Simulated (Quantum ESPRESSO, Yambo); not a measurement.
An input for Yambo 5.3.0 (AgBr (Fm-3m)):

```
HF_and_locXC
gw0
dyson
ppa
em1d
rim_cut
RandQpts= 1000000
RandGvec= 1 RL
EXXRLvcs= 74 Ry
VXCRLvcs= 296 Ry
Chimod= "HARTREE"
% BndsRnXp
 1 | 112 |
%
NGsBlkXp= 6.5 Ry
% LongDrXp
 1 | 1 | 1 |
%
% GbndRnge
 1 | 112 |
%
DysSolver= "n"
ExtendOut
PPAPntXp= 27.21138 eV
% QPkrange
 3 | 3 | 23 | 30 |
 1 | 1 | 23 | 30 |
%
```

The database entry behind the starting cell differs from later determinations by our own check (about 0.6 % short of the room-temperature cell), so it need not match the best structure at ambient conditions.

```sh
OMP_NUM_THREADS=1 mpirun -n 4 yambo -F gw7.in -J gw7 -C gw7 > gw7.log
```

The stored states that it reads are on a 4×4×4 mesh. It takes space group Fm-3m (No. 225, cubic). Conventional cell: a = 5.740 Å, b = 5.740 Å, c = 5.740 Å, α = 90.00°, β = 90.00°, γ = 90.00°. Nearest to Ag lie 6 Br at 2.87 Å. Nearest to Br lie 6 Ag at 2.87 Å. Farther neighbours and most contacts between anions are not listed.

Q: How long will it take on 4 MPI ranks of Arm Neoverse V1, shared host, and how much memory?

It took 2.2 min; on shared hardware allow 67 s to 4.4 min. Peak host memory was 2.5 GiB.

The screening grows as filled bands × empty bands × pairs of k points, times the square of the screening basis for the matrix.

[Paths, hosts, dates, memory and timing lines, banners, echoed tables and standing remarks are left out of the program output.]

[Logs are printed without paths, hosts, clocks, repeated set-up lines and the standing remarks that a program may print on its own settings, such as how far it seeks lower states.]

[Runs of the session that timed out or met a known fault of the program may be left out.]

[Hosts, paths, dates, database ids (printed as entryN), source tags and the programs' standing remarks are cut or masked in the printed files.]
